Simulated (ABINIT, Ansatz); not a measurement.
# RbBr (Fm-3m): zone-centre phonons, part 2 of 2

Aim: the zone-centre modes of RbBr (Fm-3m).

ABINIT 10.8.3; DFT LDA, scalar-relativistic, plane waves, PseudoDojo norm-conserving pseudopotentials.

So far. Step 3 (Self-consistent run for the response): The cell stands at -0.87 GPa: the relaxation ran with a smoothed and higher cutoff and on another k mesh. Step 5 (Linear response at Γ): The acoustic modes at Γ come out as far as 0.2 cm⁻¹ from zero, where they should vanish, a small numerical error; the Born charges miss their sum rule by 4.2e-4 e, which is good. The relaxed cell has a = 6.668 Å (conventional setting).

The database entry behind the starting cell differs from later determinations by our own check (about 0.5 % short), so it need not match the best structure at ambient conditions.

## 6. Zone-centre analysis

anaddb reads the merged derivatives, imposes the acoustic sum rule and charge neutrality, and adds the LO-TO term along chosen directions.

anaddb.abi

```
ddb_filepath "gamma_DDB"
output_file "anaddb.abo"
outdata_prefix "anaddb"
asr 1
chneut 1
enunit 2
eivec 1
nph1l 1
qph1l 0.0 0.0 0.0 1.0
dieflag 1
nph2l 3
qph2l 
    1.0 0.0 0.0 0.0
    0.0 0.0 1.0 0.0
    1.0 1.0 1.0 0.0
```

mrgddb.in

```
gamma_DDB
merged
2
dfpt_gammao_DS2_DDB
gso_DDB
```

On the command line:

```bash
> mrgddb < mrgddb.in > mrgddb.log
> OMP_NUM_THREADS=1 anaddb anaddb.abi > anaddb.log
```

anaddb.abo, the main output file:

```text
[banners, grids, parts of the stress and lines that vanish by symmetry left out]
-outvars_anaddb: echo values of input variables ----------------------

 Flags :
[...]
Dielectric Tensor and Effective Charges
[...]
Effective charge tensors after
[...]
Phonon wavevector (reduced coordinates) :  0.00000  0.00000  0.00000
 Phonon energies in Hartree :
[...]
Phonon energies in meV     :
-  0.000000E+00  0.000000E+00  0.000000E+00  1.226757E+01  1.226757E+01
-  1.226757E+01
 Phonon frequencies in cm-1    :
-  0.000000E+00  0.000000E+00  0.000000E+00  9.894461E+01  9.894461E+01
-  9.894461E+01
 Phonon frequencies in Thz     :
-  0.000000E+00  0.000000E+00  0.000000E+00  2.966285E+00  2.966285E+00
-  2.966285E+00
 Phonon energies in Kelvin  :
-  0.000000E+00  0.000000E+00  0.000000E+00  1.423592E+02  1.423592E+02
-  1.423592E+02
[...]
-  1  0.00000000E+00  0.00000000E+00 -1.82133224E-03
-     0.00000000E+00  0.00000000E+00  0.00000000E+00
-  2  0.00000000E+00  0.00000000E+00 -1.82133264E-03
-     0.00000000E+00  0.00000000E+00  0.00000000E+00
[...]
-  1  0.00000000E+00  1.82133224E-03  0.00000000E+00
-     0.00000000E+00  0.00000000E+00  0.00000000E+00
-  2  0.00000000E+00  1.82133264E-03  0.00000000E+00
-     0.00000000E+00  0.00000000E+00  0.00000000E+00
[...]
-  1  1.82133224E-03  0.00000000E+00  0.00000000E+00
-     0.00000000E+00  0.00000000E+00  0.00000000E+00
-  2  1.82133264E-03  0.00000000E+00  0.00000000E+00
-     0.00000000E+00  0.00000000E+00  0.00000000E+00
[...]
-  1  0.00000000E+00  0.00000000E+00 -1.76105236E-03
-     0.00000000E+00  0.00000000E+00  0.00000000E+00
-  2  0.00000000E+00  0.00000000E+00  1.88367588E-03
-     0.00000000E+00  0.00000000E+00  0.00000000E+00
[...]
-  1  0.00000000E+00  1.76105236E-03  0.00000000E+00
-     0.00000000E+00  0.00000000E+00  0.00000000E+00
-  2  0.00000000E+00 -1.88367588E-03  0.00000000E+00
-     0.00000000E+00  0.00000000E+00  0.00000000E+00
[...]
-  1  1.76105236E-03  0.00000000E+00  0.00000000E+00
-     0.00000000E+00  0.00000000E+00  0.00000000E+00
-  2 -1.88367589E-03  0.00000000E+00  0.00000000E+00
-     0.00000000E+00  0.00000000E+00  0.00000000E+00
[...]
-     1         -0.000000    -0.000000     0.000000     0.000000
-     2         -0.000000    -0.000000    -0.000000     0.000000
-     3         -0.000000     0.000000     0.000000     0.000000
-     4          0.000003     0.000074    -1.614147     1.614147
-     5          0.000016     1.614147     0.000074     1.614147
-     6          1.614147    -0.000016     0.000003     1.614147
[...]
-   1     Real    0.0000E+00  0.0000E+00  0.0000E+00  0.0000E+00  0.0000E+00  0.0000E+00  0.0000E+00
[...]
-   2     Real    0.0000E+00  0.0000E+00  0.0000E+00  0.0000E+00  0.0000E+00  0.0000E+00  0.0000E+00
[...]
-   3     Real    0.0000E+00  0.0000E+00  0.0000E+00  0.0000E+00  0.0000E+00  0.0000E+00  0.0000E+00
[...]
-   4     Real    0.0000E+00  3.6766E-14  1.7325E-05  0.0000E+00 -2.8217E-11 -7.9811E-10  1.7325E-05
[...]
-   5     Real    0.0000E+00  1.7325E-05  3.6766E-14  1.7113E-10  0.0000E+00  7.9811E-10  1.7325E-05
[...]
-   6     Real    1.7325E-05  0.0000E+00  0.0000E+00 -1.7113E-10  2.8209E-11  0.0000E+00  1.7325E-05
[...]
Phonon at Gamma, with non-analyticity in the
[...]
Phonon energies in Hartree :
[...]
Phonon energies in meV     :
-  0.000000E+00  0.000000E+00  0.000000E+00  1.226757E+01  1.226757E+01
-  1.639001E+01
 Phonon frequencies in cm-1    :
-  0.000000E+00  0.000000E+00  0.000000E+00  9.894461E+01  9.894461E+01
-  1.321943E+02
 Phonon frequencies in Thz     :
-  0.000000E+00  0.000000E+00  0.000000E+00  2.966285E+00  2.966285E+00
-  3.963086E+00
 Phonon energies in Kelvin  :
-  0.000000E+00  0.000000E+00  0.000000E+00  1.423592E+02  1.423592E+02
-  1.901981E+02
[...]
-  1  0.00000000E+00  0.00000000E+00 -1.82133224E-03
-     0.00000000E+00  0.00000000E+00  0.00000000E+00
-  2  0.00000000E+00  0.00000000E+00 -1.82133264E-03
-     0.00000000E+00  0.00000000E+00  0.00000000E+00
[...]
Phonon at Gamma, with non-analyticity in the
[...]
Phonon energies in Hartree :
[...]
Phonon energies in meV     :
-  0.000000E+00  0.000000E+00  0.000000E+00  1.226757E+01  1.226757E+01
-  1.639001E+01
 Phonon frequencies in cm-1    :
-  0.000000E+00  0.000000E+00  0.000000E+00  9.894461E+01  9.894461E+01
-  1.321943E+02
 Phonon frequencies in Thz     :
-  0.000000E+00  0.000000E+00  0.000000E+00  2.966285E+00  2.966285E+00
-  3.963086E+00
 Phonon energies in Kelvin  :
-  0.000000E+00  0.000000E+00  0.000000E+00  1.423592E+02  1.423592E+02
-  1.901981E+02
[...]
Phonon at Gamma, with non-analyticity in the
[...]
Phonon energies in Hartree :
[...]
Phonon energies in meV     :
-  0.000000E+00  0.000000E+00  0.000000E+00  1.226757E+01  1.226757E+01
-  1.639001E+01
 Phonon frequencies in cm-1    :
-  0.000000E+00  0.000000E+00  0.000000E+00  9.894461E+01  9.894461E+01
-  1.321943E+02
 Phonon frequencies in Thz     :
-  0.000000E+00  0.000000E+00  0.000000E+00  2.966285E+00  2.966285E+00
-  3.963086E+00
 Phonon energies in Kelvin  :
-  0.000000E+00  0.000000E+00  0.000000E+00  1.423592E+02  1.423592E+02
-  1.901981E+02
[...]
-  1  0.00000000E+00 -1.82133223E-03 -3.71919704E-07
-     0.00000000E+00  0.00000000E+00  0.00000000E+00
-  2  0.00000000E+00 -1.82133257E-03 -3.71860936E-07
-     0.00000000E+00  0.00000000E+00  0.00000000E+00
[...]
-  1  1.82133227E-03  0.00000000E+00  0.00000000E+00
-     0.00000000E+00  0.00000000E+00  0.00000000E+00
-  2  1.82133261E-03  0.00000000E+00  0.00000000E+00
-     0.00000000E+00  0.00000000E+00  0.00000000E+00
[...]
-  1  1.86490115E-04  1.14148924E-03 -1.32797936E-03
-     0.00000000E+00  0.00000000E+00  0.00000000E+00
-  2 -1.99475575E-04 -1.22097208E-03  1.42044765E-03
-     0.00000000E+00  0.00000000E+00  0.00000000E+00
[...]
-  1  1.42574836E-03 -8.74379358E-04 -5.51369003E-04
-     0.00000000E+00  0.00000000E+00  0.00000000E+00
-  2 -1.52502439E-03  9.35263111E-04  5.89761280E-04
-     0.00000000E+00  0.00000000E+00  0.00000000E+00
[...]
Direction                     Dielectric constant
[...]
0.00000   0.00000   1.00000      4.87073160
   1.00000   1.00000   1.00000      4.87073160
-
```

Wall time 0.53 s (1 thread of Arm Neoverse N1, shared host).

This step gave:

```yaml
mean_static_dielectric_constant: 4.871
highest_mode_moved_by_the_lo_to_term: 132.2 cm⁻¹
```

No LO-TO term; unit eigenvectors of the mass-weighted matrix, from anaddb's displacements. Modes at Γ, with each element's share of the kinetic energy:

```csv
mode,frequency (cm⁻¹),symmetry,Rb %,Br %
1,0.0,acoustic,52,48
2,0.0,acoustic,52,48
3,0.0,acoustic,52,48
4,98.9,T1u,48,52
5,98.9,T1u,48,52
6,98.9,T1u,48,52
```

Displacements in mode 4 (98.9 cm⁻¹), the largest set to 1:
```
Rb1  0.00  0.00 -0.93
Br2  0.00  0.00  1.00
```

Trace of the oscillator strength, degenerate modes summed. Infrared lines, with heights relative to the strongest:

```
position (cm⁻¹)  lines merged  IR intensity, relative
             99             3                     100
```

Static dielectric tensor (ions relaxed, fixed cell):

```
4.87 0.00 0.00
0.00 4.87 0.00
0.00 0.00 4.87
```

The rule moves no optical mode by more than 0.1 cm⁻¹.

## 7. The same in Ansatz

The same cell, potentials and cutoff go through another code, on another k mesh. Its k mesh is centred on Γ.

This step: DFT LDA, scalar-relativistic, plane waves, PseudoDojo norm-conserving pseudopotentials (Ansatz 0.2.0).

input.yaml

```yaml
crystal:
  lattice:
    - [0.0, 3.3337928716, 3.3337928716]
    - [3.3337928716, 0.0, 3.3337928716]
    - [3.3337928716, 3.3337928716, 0.0]
  atoms:
    - { symbol: Rb, position: [0.0, 0.0, 0.0] }
    - { symbol: Br, position: [0.5, 0.5, 0.5] }
kpoints:
  mp_grid: { grid: [6, 6, 6] }
hamiltonian:
  xc: lda
  pseudopotentials: { kind: nc, accuracy: standard }
scf:
  occupations: { method: fixed }
output:
  eigenvalues: true
basis:
  ecutwfc: 489.805
phonons:
  method: dfpt
  dielectric: true
  rigid_motions: translations
```

On the command line:

```bash
> ansatz run input.yaml --threads 2 --pin off --max-ram 4096MiB --backend cpu --events-out ev --progress --plain --runs-dir out
```

Log:

```text
Warning: basis.ecutwfc = 489.805 eV is below the records' recommended 598.650497 eV, and the density's cutoff is lower with it unless basis.ecutrho_ratio is high enough to keep the records' density cutoff: compare with a run at a higher cutoff
Engine: ansatz 0.2.0, aarch64-unknown-linux-gnu
Pseudopotentials: kind: nc
Pseudopotential: Rb, nc, valence charge 9, recommended cutoff 571.439111 eV (normal), Rb.nc.azcp (PseudoDojo's, or run here from an input of PseudoDojo's; its table is named by hamiltonian.pseudopotentials.accuracy)
Pseudopotential: Br, nc, valence charge 7, recommended cutoff 598.650497 eV (normal), Br.nc.azcp (PseudoDojo's, or run here from an input of PseudoDojo's; its table is named by hamiltonian.pseudopotentials.accuracy)
Functional definition: SPW92
  exchange = slater_x
  correlation = pw_c
Crystal: 2 atoms, lattice volume = 74.105 Å³
Basis set: ecut = 489.805 eV, 1837 PW (Γ), exchange–correlation on 72×72×72 points (8 copies of the dense FFT grid, shifted against one another)
Bands: 12, of which v1, the nominal top of the filled ones, is band 8 counted from 1 (7 counted from 0)
Symmetry: 48 space group operations
k-points: 30 of 216 (irreducible under 8 space group operations, time reversal used)
Non-local potential: Rb, projectors of the file, l = 0: 2, l = 1: 2, l = 2: 2
Non-local potential: Br, projectors of the file, l = 0: 2, l = 1: 2, l = 2: 2
Initial density: superposition of atomic densities (chi_scale 0.1, normalization cell, long waves kept (reshape's long-wave potential 0.00 eV rms))
Initial wavefunctions: pseudopotential atomic-orbital guess
Functional: x = slater, c = lda
SCF iter   1: F=—  HF=-1171.178142 eV  |F-HF|=—  |Δ(HF+E_count)|=         —  Δρ=3.01e-2  dr2=1.30e0  ethr=3.10e-3  ⟨swp⟩=5.2  Hψ=2120  notcnv=0  defer=9
preconditioner: auto → none  [insulator: Δε(μ)=3.290 eV  Ē_g=13.269 eV  n_scr=14 (ndim 8)  ℏωp=16.1 eV  f_vac=0.000  ε∞_Penn≈2.5]
SCF iter   2: F=—  HF=-1170.609523 eV  |F-HF|=—  |Δ(HF+E_count)|=   5.69e-1  Δρ=6.96e-3  dr2=6.17e-2  ethr=3.10e-3  ⟨swp⟩=3.1  Hψ=1005  notcnv=0  defer=31
SCF iter   3: F=—  HF=-1170.595583 eV  |F-HF|=—  |Δ(HF+E_count)|=   1.39e-2  Δρ=3.01e-3  dr2=7.76e-3  ethr=3.85e-4  ⟨swp⟩=2.1  Hψ=528  notcnv=0  defer=59
SCF iter   4: F=—  HF=-1170.595356 eV  |F-HF|=—  |Δ(HF+E_count)|=   2.27e-4  Δρ=1.01e-3  dr2=1.31e-3  ethr=4.85e-5  ⟨swp⟩=2.1  Hψ=427  notcnv=0  defer=58
SCF iter   5: F=—  HF=-1170.595279 eV  |F-HF|=—  |Δ(HF+E_count)|=   7.69e-5  Δρ=1.46e-4  dr2=3.08e-5  ethr=8.19e-6  ⟨swp⟩=3.1  Hψ=629  notcnv=0  defer=60
SCF iter   6: F=—  HF=-1170.595285 eV  |F-HF|=—  |Δ(HF+E_count)|=   5.68e-6  Δρ=2.59e-5  dr2=6.24e-7  ethr=1.93e-7  ⟨swp⟩=2.2  Hψ=610  notcnv=0  defer=56
SCF iter   7: F=—  HF=-1170.595286 eV  |F-HF|=—  |Δ(HF+E_count)|=   1.76e-6  Δρ=2.86e-6  dr2=5.37e-9  ethr=3.90e-9  ⟨swp⟩=2.4  Hψ=582  notcnv=0  defer=25
SCF iter   8: F=-1170.595286 eV  HF=-1170.595286 eV  |F-HF|=8.41e-12  |Δ(HF+E_count)|=   1.47e-9  Δρ=2.11e-7  dr2=1.53e-11  ethr=1.00e-12  ⟨swp⟩=10.3  Hψ=3210  notcnv=0
SCF 1 converged in 8 iterations: F = -1170.595286 eV  dr2 = 1.53e-11
NSCF: frozen V_eff on 2 k-points
DFPT response loops at Γ: preconditioner auto → none (the input reference at scf.mixing.eps_inf says where Resta's filter doesn't serve); β = 0.50; Broyden in place of MSR1
── the response to a field inside a basis, on 6×6×6 k-points: an SCF that follows is theirs, and a resumed run solves both again ──
Bands: 9, of which v1, the nominal top of the filled ones, is band 8 counted from 1 (7 counted from 0)
k-points: 28 of 216 (irreducible under 12 space group operations)
Initial density: handed on by an earlier stage of this run
Initial wavefunctions: pseudopotential atomic-orbital guess (no wavefunctions were taken with the density)
Eigensolver: Dense (28 Hₖ)
SCF iter   1: F=—  HF=-1170.617304 eV  |F-HF|=—  |Δ(HF+E_count)|=         —  Δρ=7.92e-4  dr2=5.88e-5  ethr=1.00e-1
preconditioner: auto → none  [insulator: Δε(μ)=4.393 eV  Ē_g=11.677 eV  n_scr=14 (ndim 8)  ℏωp=16.1 eV  f_vac=0.047  ε∞_Penn≈2.9]
SCF iter   2: F=—  HF=-1170.617319 eV  |F-HF|=—  |Δ(HF+E_count)|=   1.51e-5  Δρ=3.83e-4  dr2=1.13e-5  ethr=3.67e-7
SCF iter   3: F=—  HF=-1170.617327 eV  |F-HF|=—  |Δ(HF+E_count)|=   7.73e-6  Δρ=4.56e-5  dr2=2.05e-7  ethr=7.08e-8
SCF iter   4: F=-1170.617327 eV  HF=-1170.617327 eV  |F-HF|=8.21e-9  |Δ(HF+E_count)|=   1.05e-7  Δρ=3.12e-6  dr2=1.00e-8  ethr=1.28e-9
SCF 1 converged in 4 iterations: F = -1170.617327 eV  dr2 = 1.00e-8
DFPT response loops at Γ: mixed as the last ones told, above
SCF converged after 8 iterations
Free energy (F): -1170.595286 eV
Harris-Foulkes:  -1170.595286 eV  (|F-HF|=8.41e-12)
Internal energy: -1170.595286 eV  (E = F + TS)
E sigma→0 (E₀):  -1170.595286 eV
Fermi energy:    1.571280 eV
--- Per-component energies (eV) ---
  E_band       = -100.791888
  E_kinetic    = 318.695864
  E_local      = -583.299515  (includes V_loc(G=0)·N_el)
  E_nonlocal   = 30.207184
  E_hartree    = 188.787867
  E_xc         = -333.109869
  E_vxc        = -243.971184  (∫ρ·V_xc dr)
  E_ewald      = -791.876818
  E_smearing   = -0.000000  (= −TS)
  E_closure    = -0.000000  (closes the sum)
  Σ components = -1170.595286   (vs F -1170.595286, Δ=0.00e0)
--- Band table (eV; the first three rows and the last of 30) ---
  k-point 0: bands = [... 4 lower, -6.7092, 1.5713, 1.5713, 1.5713, 5.7287, 8.6202, 8.6202, 8.6202]
  k-point 1: bands = [... 4 lower, -6.6921, 1.1869, 1.4474, 1.4474, 6.4545, 8.4732, 8.9799, 8.9799]
  k-point 2: bands = [... 4 lower, -6.6586, 0.6007, 1.2194, 1.2194, 7.7392, 8.7406, 9.9845, 9.9845]
  k-point 29: bands = [... 4 lower, -6.7151, 1.0639, 1.1159, 1.2820, 7.5667, 9.4447, 9.4846, 10.6210]
--- Phonons (Γ-DFPT): 2 representative perturbations + reference, on 30 of 216 k-points (Σ response iterations 5) ---
  k mesh reduced under 8 symmetry operations, with k and −k counted as one. Each operation leaves every solved perturbation unchanged. A smaller set is not considered because the run solves the response to a homogeneous field
  ASR residual: 2.687e-4 → 0.000e0 eV/Å²; symmetrization residual: 5.911e-6 eV/Å²
  ASR residual per site (eV/Å²): 5.15e-5 2.69e-4
  Γ frequencies (cm⁻¹): 0.00 0.00 0.00 98.93 98.93 98.93
  ε∞ (high-frequency dielectric tensor):
        2.731072    -0.000000     0.000000
       -0.000000     2.731072    -0.000000
        0.000000    -0.000000     2.731072
  ε⁰ (static dielectric tensor: ions relaxed, cell fixed):
        4.872011    -0.000000     0.000000
       -0.000000     4.872011    -0.000000
        0.000000    -0.000000     4.872011
  ε⁰ − ε∞ (ionic part):
        2.140939    -0.000000     0.000000
       -0.000000     2.140939    -0.000000
        0.000000    -0.000000     2.140939
  softest optical mode at Γ: 98.93 cm⁻¹; the repairs (sum rule, projections) moved no ω² at Γ by more than (1.02 cm⁻¹)²
  Born effective charges Z* (e; rows j = field, columns β = displacement):
    site 0:
         1.14161   -0.00000    0.00000
         0.00000    1.14161    0.00000
         0.00000    0.00000    1.14161
    site 1:
        -1.14161    0.00000   -0.00000
        -0.00000   -1.14161   -0.00000
        -0.00000   -0.00000   -1.14161
  Z* charge neutrality: 4.481e-4 e pre-enforcement
  solved inside a basis spanned on kpoints, on 6×6×6 k-points, its susceptibility summed on 10×10×10: ε∞ is read to err by 5.2e-3, Z* by 9.8e-3 e (field_mesh: kpoints solves on kpoints); Z* is corrected for what the basis lacks
  optical modes at Γ without the LO–TO term, one row a degenerate level:
      ω (cm⁻¹)  modes    IR ((D/Å)²/amu)
         98.93      3             2.1843
  optical modes at Γ + LO–TO along q̂ = [1.0000, 0.0000, 0.0000]:
      ω (cm⁻¹)  modes    IR ((D/Å)²/amu)
         98.93      2             1.4562
        132.14      1             0.7281
  optical modes at Γ + LO–TO along q̂ = [0.0000, 1.0000, 0.0000]:
      ω (cm⁻¹)  modes    IR ((D/Å)²/amu)
         98.93      2             1.4562
        132.14      1             0.7281
  optical modes at Γ + LO–TO along q̂ = [0.0000, 0.0000, 1.0000]:
      ω (cm⁻¹)  modes    IR ((D/Å)²/amu)
         98.93      2             1.4562
        132.14      1             0.7281
```

Wall time 23 s (2 threads); peak memory 0.42 GiB.

Read from the output:

```yaml
gap_on_the_k_mesh: 4.157 eV
sum_rule_residual_before_enforcement: 2.69e-4 eV/Å²
miss_of_the_charge_sum_rule: 4.48e-4 e
estimated_error_of_the_dielectric_tensor: 0.005229
estimated_error_of_the_born_charges: 0.009756 e
highest_optical_zone_centre_mode_no_lo_to_term: 98.93 cm⁻¹
lowest_optical_zone_centre_mode: 98.93 cm⁻¹
mean_high_frequency_dielectric_constant: 2.731
mean_static_dielectric_constant: 4.872
highest_mode_moved_by_the_lo_to_term: 132.1 cm⁻¹
```

Transverse modes. Infrared lines, with heights relative to the strongest:

```csv
position (cm⁻¹),label,"IR intensity ((D/Å)²/amu), degenerate modes summed, relative"
99,T1u,100
```

## 8. The two compared: ABINIT PseudoDojo and Ansatz, PseudoDojo

Worked out from the results:

- root-mean-square difference: 0.01 cm⁻¹
- largest difference: 0.01 cm⁻¹

Frequencies side by side, by row:

```csv
q (reciprocal lattice),mode,ABINIT PseudoDojo (cm⁻¹),"Ansatz, PseudoDojo (cm⁻¹)"
0 0 0,1,0,0
0 0 0,2,0,0
0 0 0,3,0,0
0 0 0,4,98.94,98.93
0 0 0,5,98.94,98.93
0 0 0,6,98.94,98.93
```

The two runs side by side. Further quantities:

| quantity | ABINIT PseudoDojo | Ansatz, PseudoDojo |
| --- | --- | --- |
| mean ε∞ | 2.729 | 2.731 |
| largest Born charge in size (e; the first before, the second after the charge sum rule) | 1.142 | 1.142 |
| summed IR intensity ((D/Å)²/amu) | 2.186 | 2.184 |

At the zone centre the largest difference (acoustic modes at Γ apart) is 0.01 % of the highest mode.

## 9. Summary of results

- space group after relaxation: Fm-3m
- volume per atom: 37.1 Å³
- highest optical zone-centre mode (no LO-TO term): 98.9 cm⁻¹
- highest mode moved by the LO-TO term: 132.2 cm⁻¹
- mean high-frequency dielectric constant: 2.73
- largest Born charge in size (third of the trace): 1.14 e
- mean static dielectric constant: 4.87
- imaginary optical modes at the zone centre (no q mesh in this session): none
- largest difference from Ansatz, PseudoDojo: 0.01 cm⁻¹

What this shows: At the LDA level the optical modes of RbBr (Fm-3m) at the zone centre (no LO-TO term) lie at 99 cm⁻¹. The base run prints -0.87 GPa, mostly the error of a finite basis; the relaxation, with a smoothed and higher cutoff, had brought the cell to rest. Along the directions run, the highest mode that the macroscopic field moves lies at 132 cm⁻¹. Lattice motion raises the mean dielectric constant from 2.729 to 4.871. The Born charge of Rb is 1.142 e against a formal charge of +1, somewhat above it. The Lyddane-Sachs-Teller relation holds: (ωLO/ωTO)² is 1.79 and ε₀/ε∞ is 1.78. ABINIT PseudoDojo and Ansatz, PseudoDojo agree to 0.01 cm⁻¹ (0.01 % of the highest mode compared) on all solved modes but the acoustic ones at Γ, without the LO-TO term. These are harmonic frequencies at zero temperature: anharmonic shifts and linewidths and thermal expansion are left out. Ansatz warns that the cutoff lies 18 % under the one recommended for these files; agreement at one cutoff is not convergence.

[Host names and launcher messages were left out of these logs when they were recorded.]

[Logs are printed without paths, hosts, clocks, repeated set-up lines and the standing remarks that a program may print on its own settings, such as how far it seeks lower states.]

[Hosts, paths, dates, database ids (printed as entryN), source tags and the programs' standing remarks are cut or masked in the printed files.]
